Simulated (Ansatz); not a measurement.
# TiSi: energy along a strain

TiSi, Pnma, a = 6.452 Å, b = 3.622 Å, c = 4.964 Å. The structure is a Materials Project entry; whether it is the stable form wasn't checked. Ansatz: PBEsol, PAW, 420 eV, Γ-centred 6×12×8 mesh on 8 atoms, Gaussian smearing 0.15 eV; no spin polarisation. Cell vectors (Å): 6.452 0.000 0.000; 0.000 3.622 0.000; 0.000 0.000 4.964. The cell is strained by x per cent times the pattern (0 0 1 0 0 0) in the order xx yy zz yz xz xy (engineering shears), with fractional coordinates held. y is the free energy over the start, V0 = 14.501 Å³/atom. Points with a strain past 8.5 % were computed too (3) and aren't used here.

| x (%) | y (meV/atom) |
| --- | --- |
| -7.50 | ? |
| -5.00 | 47.48 |
| -2.50 | 11.10 |
| 0.00 | 0.00 |
| 2.50 | 9.41 |
| 5.00 | 35.17 |
| 7.50 | 73.64 |

Problem. Fit y = c2 x² + c3 x³ to the other rows, get the stiffness along the pattern, and predict the missing energy.

Solution. Least squares on the rows shown. y = 1.6594 x² − 0.047091 x³. The clamped-ion stiffness p·C·p = 2 × 16.59 eV × 160.2 / 14.501 Å³ = 367 GPa, which is C33 in these axes. At x = -7.50 the fit asked for gives 113.21 meV/atom. The run gave 114.58 meV/atom, so the fit is 1.37 meV/atom too low, 1.2 % of the span of the series, against an rms of 0.23 meV/atom on the fitted rows. The row lies outside the fitted range. With a term in x⁴ added, a fit to the same known rows predicts 115.22 meV/atom, a smaller miss on the other side.